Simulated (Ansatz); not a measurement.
**Cu (Fm-3m): series of slab calculations in Python**

Aim: a series of slab calculations, for Cu (Fm-3m), run from a script.

Program: Ansatz 0.2.0, driven from Python. Level of theory: DFT PBE, plane waves, PAW. These are calculated values, not measurements.

## (1) The structure

Symmetry: Fm-3m, No. 225, cubic system. Conventional cell: a = 3.615 Å, b = 3.615 Å, c = 3.615 Å, α = 90.00°, β = 90.00°, γ = 90.00°. Around Cu (site symmetry m-3m) lie 12 Cu at 2.56 Å.

No structure file is read: the coordinates are typed or built in the script.

## (2) The script

Contents of cu.py:

```python
"""Surface of Cu against the width of the vacuum."""

import warnings

import ansatz as az
from ase import Atoms
from ase.build import surface
import numpy as np
from tabulate import tabulate

FUNCTIONAL = "PBE"
ECUT = 450
FILLING = "fermi_dirac"
SMEARING_WIDTH = 0.1
KGRID = (8, 8, 1)


def main() -> None:
    warnings.simplefilter("ignore", az.DeckWarning)

    atoms = Atoms(
        ["Cu"],
        scaled_positions=[
            [0.0, 0.0, 0.0],
        ],
        cell=[
            [0.0, 1.8075, 1.8075],
            [1.8075, 0.0, 1.8075],
            [1.8075, 1.8075, 0.0],
        ],
        pbc=True,
    )
    # Miller indices count the vectors of the cell as typed
    rows = []
    for value in [3.0, 4.0, 5.0, 6.5, 8.0]:
        slab = surface(atoms, (1, 0, 0), 3, vacuum=value)
        slab.pbc = True
        calculation = (
            az.Crystal.from_ase(slab).calculation()
            .functional(FUNCTIONAL)
            .basis(ECUT)
            .occupations(FILLING, width=SMEARING_WIDTH)
            .kpoints(*KGRID)
            .electric_field(axis=3, dipole_correction=True)
        )
        data = calculation.run().report
        face = data["work_function"]
        rows.append((value, len(slab), data["free_energy_ev"], face["dipole_moment_e_ang"], face.get("phi_plus_ev"), face.get("phi_minus_ev")))

    print(tabulate(rows, headers=["vacuum each side (A)", "atoms", "F (eV)", "dipole (e A)", "phi upper (eV)", "phi lower (eV)"], floatfmt=".4f", missingval="-"))


if __name__ == "__main__":
    main()
```

## (3) What the engine is handed

The engine receives this input (first run):

```yaml
crystal:
  lattice:
    - [2.5561910139893693, 0.0, 0.0]
    - [1.2780955069946849, 2.213726355040297, 0.0]
    - [0.0, 0.0, 10.174242446240994]
  atoms:
    - { symbol: Cu, position: [0.0, 0.0, 0.29486224805940114] }
    - { symbol: Cu, position: [0.3333333333333333, 0.3333333333333333, 0.5] }
    - { symbol: Cu, position: [0.6666666666666666, 0.6666666666666666, 0.7051377519405989] }
basis:
  ecutwfc: 450.0
kpoints:
  mp_grid:
    grid: [8, 8, 1]
hamiltonian:
  xc: pbe
efield:
  axis: 3
  dipole_correction: true
scf:
  occupations:
    method: fermi_dirac
    width: 0.1
```

## (4) Launch

Launch:

```console
$ python cu.py
```

Q: Predict the main results. Wanted: range of energy; lowest point, c; vacuum level less Fermi level, upper / lower face.

As calculated:

```
                                                 quantity           value
                                            runs compared               5
                                          range of energy   5.30 meV/atom
                                      lowest point, c (Å)          10.174
vacuum level less Fermi level, upper / lower face (run 5)  4.80 / 4.80 eV
```

**Reading.** The lowest point is at the first value of the scan; the highest lies 5.3 meV/atom above it. Both faces give the same value. The density doesn't vanish in the vacuum (a short gap or a low cutoff), which blurs the vacuum level. The mesh is modest for a metal, so energies can be off by several to tens of meV an atom and pressures by half a GPa or more; differences at equal mesh fare better. The slabs are thin, unrelaxed cuts of the structure as given, on a modest mesh, so the surface energy isn't converged; Miller indices refer to the cell as typed, and unlike faces give only a mean.
